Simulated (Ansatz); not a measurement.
SiNi (Pmmn)

Level of theory: Ansatz 0.2.0, DFT PBE, scalar-relativistic, plane waves, PAW.

Plane waves to 420 eV, a k mesh through Γ of 14×12×10 on the computed 4-atom cell and Gaussian smearing (0.10 eV); no spin polarisation.

The structure is relaxed at this level of theory with its symmetry kept. This form isn't the usual stable structure of the compound.

Space group Pmmn:1 (No. 59). a = 3.055 Å, b = 3.258 Å, c = 4.709 Å, α = 90.00°, β = 90.00°, γ = 90.00°
```csv
atom,site,symmetry,x,y,z
Si,2a,mm2,0.5000,0.5000,0.8432
Ni,2a,mm2,0.5000,0.5000,0.3423
```

```json
{"Space group": "Pmmn (No. 59)", "Volume per atom": "11.72 Å³", "Formation energy from the elements' standard states (uncorrected)": "-0.454 eV/atom", "Kohn–Sham band gap": "none (metal)", "Density of states at the Fermi level": "1.14 states/eV per cell", "Löwdin character within 0.5 eV of the Fermi level": "Ni 3d 48 %, Si 3p 34 %, Si 3s 11 %, unprojected 4 %", "Bader charges (e)": "Si (2 in the cell) 0.36, Ni (2 in the cell) -0.36"}
```

A ferromagnetic start lost its moments in a first run, so spin was left out; other magnetic orders weren't tried.